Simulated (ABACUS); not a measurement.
# GaSb (F-43m) in ABACUS: further runs

Aim: see how the results for GaSb move with the level of theory and the settings. Levels: M06-L, BLYP, PBEsol. Tasks: single point.

Program: ABACUS 3.10.1. These are calculated values, not measurements. Logs are shortened: lines on timing, memory, paths and dates and some standing lists are left out, and cuts for length are marked.

**The experiment to reproduce.**

From a printed reference work, data compilation, for a bulk crystal of GaSb at 4.2 K: band gap 0.811 eV (direct).

How close the calculation comes is told below.

### Step 1. The structure

The structure is cubic, space group F-43m (No. 216). Conventional cell: a = 6.118 Å, b = 6.118 Å, c = 6.118 Å, α = 90.00°, β = 90.00°, γ = 90.00°. Around Sb (site symmetry -43m) lie 4 Ga at 2.65 Å. Around Ga (site symmetry -43m) lie 4 Sb at 2.65 Å.

### Step 2. Single point, M06-L

File run_abacus.py:

```python
"""ABACUS run from a structure file: ASE reads it, the script writes STRU, KPT and INPUT."""
import re
import subprocess
from ase.io import read
from ase.units import Bohr

atoms = read("GaSb.cif")
atoms = atoms[(-atoms.numbers).argsort(kind="stable")]  # ABACUS lists atoms element by element
pseudo = {'Sb': 'Sb_ONCV_PBE-1.2.upf', 'Ga': 'Ga_ONCV_PBE-1.2.upf'}
orbital = {}
magmoms = None
kmesh = [5, 5, 5]
params = {
    'suffix': 'GaSb',
    'calculation': 'scf',
    'basis_type': 'pw',
    'pseudo_dir': './',
    'symmetry': 1,
    'dft_functional': 'MGGA_X_M06_L+MGGA_C_M06_L',
    'ecutwfc': 94,
    'pseudo_rcut': 10,
    'nspin': 1,
    'nbands': 24,
    'ks_solver': 'dav',
    'smearing_method': 'fd',
    'smearing_sigma': 0.00367493,
    'scf_thr': 1e-08,
    'scf_nmax': 100,
    'mixing_type': 'broyden',
    'mixing_beta': 0.7,
    'cal_force': 1,
    'cal_stress': 1,
    'mixing_tau': 1,
    'out_chg': 1,
    'out_pot': 2,
    'out_elf': 1,
}

symbols = atoms.get_chemical_symbols()
elements = list(dict.fromkeys(symbols))
lines = ["ATOMIC_SPECIES"] + [f"{e} {atoms.get_masses()[symbols.index(e)]:.4f} {pseudo[e]}" for e in elements]
if orbital:
    lines += ["", "NUMERICAL_ORBITAL"] + [orbital[e] for e in elements]
lines += ["", "LATTICE_CONSTANT", f"{1 / Bohr:.10f}", "", "LATTICE_VECTORS"]
lines += [" ".join(f"{x:.10f}" for x in v) for v in atoms.cell]
lines += ["", "ATOMIC_POSITIONS", "Direct"]
for e in elements:
    lines += ["", e, "0.0", str(symbols.count(e))]
    for i, p in enumerate(atoms.get_scaled_positions(wrap=False)):
        if symbols[i] == e:
            mag = "" if magmoms is None else " mag " + " ".join(str(x) for x in (magmoms[i] if isinstance(magmoms[i], list) else [magmoms[i]]))
            lines.append(" ".join(f"{x:.10f}" for x in p) + " 1 1 1" + mag)
open("STRU", "w").write("\n".join(lines) + "\n")
open("KPT", "w").write("K_POINTS\n0\nGamma\n%d %d %d 0 0 0\n" % tuple(kmesh))
open("INPUT", "w").write("INPUT_PARAMETERS\n" + "".join(f"{k:<20s}{v}\n" for k, v in params.items()))

done = subprocess.run(['mpirun', '-np', '4', 'abacus'])
if done.returncode:
    raise SystemExit(done.returncode)
log = open("OUT.GaSb/running_scf.log").read()
print("final energy (eV):", re.findall(r"FINAL_ETOT_IS (\S+)", log))
```

File GaSb.cif:

```cif
data_GaSb
_cell_length_a 4.32607929
_cell_length_b 4.32607929
_cell_length_c 4.32607929
_cell_angle_alpha 60.00000000
_cell_angle_beta 60.00000000
_cell_angle_gamma 60.00000000
_space_group_name_H-M_alt 'P1'
_space_group_name_Hall 'P 1'
_space_group_IT_number 1
loop_
_space_group_symop_operation_xyz
'x,y,z'
loop_
_atom_site_label
_atom_site_type_symbol
_atom_site_symmetry_multiplicity
_atom_site_Wyckoff_symbol
_atom_site_fract_x
_atom_site_fract_y
_atom_site_fract_z
_atom_site_occupancy
Sb1 Sb 1 a 0.7500000000 0.7500000000 0.7500000000 1
Ga1 Ga 1 a 0.0000000000 0.0000000000 0.0000000000 1
```

Potentials or basis: SG15 ONCV 1.2 PBE, plane waves.

Command:

```bash
$ OMP_NUM_THREADS=1 python run_abacus.py > log
```

running log:

```text
ABACUS v3.10.1

               Atomic-orbital Based Ab-initio Computation at UStc

 ------------------------------------------------------------------------------------

 READING GENERAL INFORMATION
                           global_out_dir = OUT.GaSb/
                           global_in_card = INPUT
                               pseudo_dir = ./
                              orbital_dir =
                                    DSIZE = 4
                                    GSIZE = 1
[... 5 lines left out ...]

 READING ATOM TYPE 1
                               atom label = Sb
                      L=0, number of zeta = 1
                      L=1, number of zeta = 1
                      L=2, number of zeta = 1
             number of atom for this type = 1

 READING ATOM TYPE 2
                               atom label = Ga
                      L=0, number of zeta = 1
                      L=1, number of zeta = 1
                      L=2, number of zeta = 1
             number of atom for this type = 1

                        TOTAL ATOM NUMBER = 2
DIRECT COORDINATES
    atom                   x                   y                   z     mag                  vx                  vy                  vz
taud_Sb1            0.7500000000        0.7500000000        0.7500000000  0.0000        0.0000000000        0.0000000000        0.0000000000
taud_Ga1            0.0000000000        0.0000000000        0.0000000000  0.0000        0.0000000000        0.0000000000        0.0000000000

                          Volume (Bohr^3) = 386.336
                             Volume (A^3) = 57.249

 Lattice vectors: (Cartesian coordinate: in unit of a_0)
             +4.32608                  +0                  +0
             +2.16304            +3.74649                  +0
             +2.16304            +1.24883            +3.53223
 Reciprocal vectors: (Cartesian coordinate: in unit of 2 pi/a_0)
            +0.231156           -0.133458          -0.0943691
                   -0           +0.266916          -0.0943691
                   +0                  -0           +0.283107
 The esolver type has been set to : ksdft_pw

                PAO radial cut off (Bohr) = 10

 Read in pseudopotential file is Sb_ONCV_PBE-1.2.upf
                     pseudopotential type = NC
          exchange-correlation functional = PBE
                 nonlocal core correction = 0
                        valence electrons = 15
                                     lmax = 2
                           number of zeta = 0
                     number of projectors = 6
                           L of projector = 0
                           L of projector = 0
                           L of projector = 1
                           L of projector = 1
                           L of projector = 2
                           L of projector = 2
 XC functional updated to : MGGA_X_M06_L+MGGA_C_M06_L
          exchange-correlation functional = MGGA_X_M06_L+MGGA_C_M06_L
                PAO radial cut off (Bohr) = 10

 Read in pseudopotential file is Ga_ONCV_PBE-1.2.upf
                     pseudopotential type = NC
          exchange-correlation functional = PBE
                 nonlocal core correction = 0
[... 161 lines left out ...]
        4            499           7391

 SETUP NONLOCAL PSEUDOPOTENTIALS IN PLANE WAVE BASIS
 Sb non-local projectors:
 projector 1 L=0
 projector 2 L=0
 projector 3 L=1
 projector 4 L=1
 projector 5 L=2
 projector 6 L=2
 Ga non-local projectors:
 projector 1 L=0
 projector 2 L=0
 projector 3 L=1
 projector 4 L=1
 projector 5 L=2
 projector 6 L=2
      TOTAL NUMBER OF NONLOCAL PROJECTORS = 36

 Init Non-Local PseudoPotential table :
 Init Non-Local-Pseudopotential done.

                                     npwx = 1503

 -------------------------------------------
 SELF-CONSISTENT
 -------------------------------------------
                                 init_chg = atomic

 PW ALGORITHM --------------- ION=   1  ELEC=   1--------------------------------
 Notice: Threshold on eigenvalues was too large.
 hsover_error=0.28 > DRHO=0.180239
 Origin diag ethr = 0.01
 New diag ethr = 0.00064371

 Density error is 0.153292540242
                          Error Threshold = 0.000643709578239
----------------------------------------------------------
     Energy           Rydberg                 eV
----------------------------------------------------------
 E_KohnSham     -270.6489844442      -3682.3683463551
 E_Harris       -268.6304918056      -3654.9053450979
 E_Fermi        0.6600397352         8.9803013048
----------------------------------------------------------
[... 147 lines left out ...]
 Density error is 3.30138440403e-10
                          Error Threshold = 4.62085989926e-11
----------------------------------------------------------
     Energy           Rydberg                 eV
----------------------------------------------------------
 E_KohnSham     -270.8690131590      -3685.3619905992
 E_KS(sigma->0) -270.8689536644      -3685.3611811343
 E_Harris       -270.8690138996      -3685.3620006764
 E_band         -15.8208342860       -215.2534934036
 E_one_elec     -138.4369212239      -1883.5309422222
 E_Hartree      83.3460569883        1133.9812808729
 E_xc           -32.4783543969       -441.8906814616
 E_Ewald        -183.2996755373      -2493.9200288586
 E_entropy(-TS) -0.0001189891        -0.0016189298
 E_descf        0.0000000000         0.0000000000
 E_exx          0.0000000000         0.0000000000
 E_Fermi        0.6901782321         9.3903565916
----------------------------------------------------------

 charge density convergence is achieved
 final etot is -3685.3619906 eV
 EFERMI = 9.3903565916 eV
The vacuum level is 11.625625659 eV

 STATE ENERGY(eV) AND OCCUPATIONS    NSPIN == 1
 1/10 kpoint (Cartesian) = 0.0000 0.0000 0.0000 (1493 pws)
       1       -19.3687      0.0160000
       2       -19.3687      0.0160000
       3       -19.3687      0.0160000
       4       -19.3363      0.0160000
       5       -19.3363      0.0160000
       6       -5.58992      0.0160000
[... 146 lines left out ...]
      23        23.8431        0.00000
      24        24.2089        0.00000

[... levels at 4 further k points ...]

------------------------------------------------------------------------------------------
 TOTAL-FORCE (eV/Angstrom)
------------------------------------------------------------------------------------------
                       Sb1         0.0000000000         0.0000000000         0.0000000000
                       Ga1         0.0000000000         0.0000000000         0.0000000000
------------------------------------------------------------------------------------------

----------------------------------------------------------------
 TOTAL-STRESS (KBAR)
----------------------------------------------------------------
        15.2199958202        -0.0000000000         0.0000000000
         0.0000000000        15.2199958204         0.0000000000
         0.0000000000         0.0000000000        15.2199958203
----------------------------------------------------------------
 TOTAL-PRESSURE: 15.219996 KBAR

 --------------------------------------------
 !FINAL_ETOT_IS -3685.3619905991686210 eV
 --------------------------------------------
```

INPUT:

```text
INPUT_PARAMETERS
suffix              GaSb
calculation         scf
basis_type          pw
pseudo_dir          ./
symmetry            1
dft_functional      MGGA_X_M06_L+MGGA_C_M06_L
ecutwfc             94
pseudo_rcut         10
nspin               1
nbands              24
ks_solver           dav
smearing_method     fd
smearing_sigma      0.00367493
scf_thr             1e-08
scf_nmax            100
mixing_type         broyden
mixing_beta         0.7
cal_force           1
cal_stress          1
mixing_tau          1
out_chg             1
out_pot             2
out_elf             1
```

Wall time 59 s (4 MPI ranks of Intel Xeon Platinum 8488C (Sapphire Rapids), shared host); peak memory 0.36 GiB.

What came out:

```yaml
Free_energy: -3685.3620 eV
Pressure: 1.5 GPa
Band_gap_on_the_k_mesh: none (metal or under the smearing width)
```

Caveat: the potentials were made for another functional, which shifts forces and pressure; this crystal is a semiconductor, whose small gap the functional closes, so the metal is an error of the method. The run has no spin-orbit coupling, so splittings on Sb are missing.

### Step 3. Single point, BLYP

run_abacus.py, as its differences from that of step 2:

```diff
@@ -3,2 +3,4 @@
 import subprocess
+import spglib
+from ase import Atoms
 from ase.io import read
@@ -7,7 +9,9 @@
 atoms = read("GaSb.cif")
+cell, frac, numbers = spglib.standardize_cell((atoms.cell[:], atoms.get_scaled_positions(), atoms.numbers), to_primitive=True, symprec=1e-4)
+atoms = Atoms(numbers=numbers, cell=cell, scaled_positions=frac, pbc=True)  # the primitive cell
 atoms = atoms[(-atoms.numbers).argsort(kind="stable")]  # ABACUS lists atoms element by element
-pseudo = {'Sb': 'Sb_ONCV_PBE-1.2.upf', 'Ga': 'Ga_ONCV_PBE-1.2.upf'}
+pseudo = {'Sb': 'Sb.upf', 'Ga': 'Ga.upf'}
 orbital = {}
 magmoms = None
-kmesh = [5, 5, 5]
+kmesh = [6, 6, 6]
 params = {
@@ -18,4 +22,4 @@
     'symmetry': 1,
-    'dft_functional': 'MGGA_X_M06_L+MGGA_C_M06_L',
-    'ecutwfc': 94,
+    'dft_functional': 'GGA_X_B88+GGA_C_LYP',
+    'ecutwfc': 81,
     'pseudo_rcut': 10,
@@ -32,6 +36,4 @@
     'cal_stress': 1,
-    'mixing_tau': 1,
     'out_chg': 1,
-    'out_pot': 2,
-    'out_elf': 1,
+    'kpar': 4,
 }
```

File GaSb.cif:

```cif
data_GaSb
_cell_length_a 6.11800000
_cell_length_b 6.11800000
_cell_length_c 6.11800000
_cell_angle_alpha 90.00000000
_cell_angle_beta 90.00000000
_cell_angle_gamma 90.00000000
_space_group_name_H-M_alt 'F-43m'
_space_group_name_Hall 'F -4 2 3'
_space_group_IT_number 216
loop_
_space_group_symop_operation_xyz
'x,y,z'
'y,-x,-z'
'-x,-y,z'
'-y,x,-z'
'x,-y,-z'
'y,x,z'
'-x,y,-z'
'-y,-x,z'
'z,x,y'
'-z,y,-x'
'z,-x,-y'
'-z,-y,x'
'-z,x,-y'
'z,y,x'
'-z,-x,y'
'z,-y,-x'
'y,z,x'
'-x,-z,y'
'-y,z,-x'
'x,-z,-y'
'-y,-z,x'
'x,z,y'
'y,-z,-x'
'-x,z,-y'
'x,y+1/2,z+1/2'
'y,-x+1/2,-z+1/2'
'-x,-y+1/2,z+1/2'
'-y,x+1/2,-z+1/2'
'x,-y+1/2,-z+1/2'
'y,x+1/2,z+1/2'
'-x,y+1/2,-z+1/2'
'-y,-x+1/2,z+1/2'
'z,x+1/2,y+1/2'
'-z,y+1/2,-x+1/2'
'z,-x+1/2,-y+1/2'
'-z,-y+1/2,x+1/2'
'-z,x+1/2,-y+1/2'
'z,y+1/2,x+1/2'
'-z,-x+1/2,y+1/2'
'z,-y+1/2,-x+1/2'
'y,z+1/2,x+1/2'
'-x,-z+1/2,y+1/2'
'-y,z+1/2,-x+1/2'
'x,-z+1/2,-y+1/2'
'-y,-z+1/2,x+1/2'
'x,z+1/2,y+1/2'
'y,-z+1/2,-x+1/2'
'-x,z+1/2,-y+1/2'
'x+1/2,y,z+1/2'
'y+1/2,-x,-z+1/2'
'-x+1/2,-y,z+1/2'
'-y+1/2,x,-z+1/2'
'x+1/2,-y,-z+1/2'
'y+1/2,x,z+1/2'
'-x+1/2,y,-z+1/2'
'-y+1/2,-x,z+1/2'
'z+1/2,x,y+1/2'
'-z+1/2,y,-x+1/2'
'z+1/2,-x,-y+1/2'
'-z+1/2,-y,x+1/2'
'-z+1/2,x,-y+1/2'
'z+1/2,y,x+1/2'
'-z+1/2,-x,y+1/2'
'z+1/2,-y,-x+1/2'
'y+1/2,z,x+1/2'
'-x+1/2,-z,y+1/2'
'-y+1/2,z,-x+1/2'
'x+1/2,-z,-y+1/2'
'-y+1/2,-z,x+1/2'
'x+1/2,z,y+1/2'
'y+1/2,-z,-x+1/2'
'-x+1/2,z,-y+1/2'
'x+1/2,y+1/2,z'
'y+1/2,-x+1/2,-z'
'-x+1/2,-y+1/2,z'
'-y+1/2,x+1/2,-z'
'x+1/2,-y+1/2,-z'
'y+1/2,x+1/2,z'
'-x+1/2,y+1/2,-z'
'-y+1/2,-x+1/2,z'
'z+1/2,x+1/2,y'
'-z+1/2,y+1/2,-x'
'z+1/2,-x+1/2,-y'
'-z+1/2,-y+1/2,x'
'-z+1/2,x+1/2,-y'
'z+1/2,y+1/2,x'
'-z+1/2,-x+1/2,y'
'z+1/2,-y+1/2,-x'
'y+1/2,z+1/2,x'
'-x+1/2,-z+1/2,y'
'-y+1/2,z+1/2,-x'
'x+1/2,-z+1/2,-y'
'-y+1/2,-z+1/2,x'
'x+1/2,z+1/2,y'
'y+1/2,-z+1/2,-x'
'-x+1/2,z+1/2,-y'
loop_
_atom_site_label
_atom_site_type_symbol
_atom_site_symmetry_multiplicity
_atom_site_Wyckoff_symbol
_atom_site_fract_x
_atom_site_fract_y
_atom_site_fract_z
_atom_site_occupancy
Sb1 Sb 4 c 0.2500000000 0.2500000000 0.2500000000 1
Ga1 Ga 4 a 0.0000000000 0.0000000000 0.0000000000 1
```

Potentials or basis: PseudoDojo NC SR 0.4.1 PBE standard, plane waves.

Command:

```bash
$ OMP_NUM_THREADS=1 python run_abacus.py > log
```

Wall time 6.9 s (4 MPI ranks of Intel Xeon 6975P-C (Granite Rapids), shared host); peak memory 0.44 GiB.

The run converged. Its results:

| Item | Value |
| --- | --- |
| Free energy | -4547.7670 eV |
| Pressure | 5.3 GPa |
| Band gap on the k mesh | none (metal or under the smearing width) |

Levels at points of the mesh, in eV from the Fermi level:
```csv
k point,band 10,band 11,band 12,band 13,band 14,band 15,band 16,band 17,band 18,band 19
"(0.00, 0.00, 0.00)",-15.01,-11.55,-0.24,-0.03,-0.03,-0.03,2.79,2.79,2.79,6.05
"(0.50, 0.50, 0.50)",-15.01,-9.95,-6.40,-1.17,-1.17,0.33,3.81,3.81,6.73,9.45
"(0.50, 0.50, 0.00)",-15.01,-9.14,-6.89,-2.57,-2.57,0.96,1.38,8.61,8.61,10.09
```

Caveat: the potentials were made for another functional, which shifts forces and pressure; this crystal is a semiconductor, whose small gap the functional closes, so the metal is an error of the method. The run has no spin-orbit coupling, so splittings on Sb are missing.

[end of part 1 of 2]
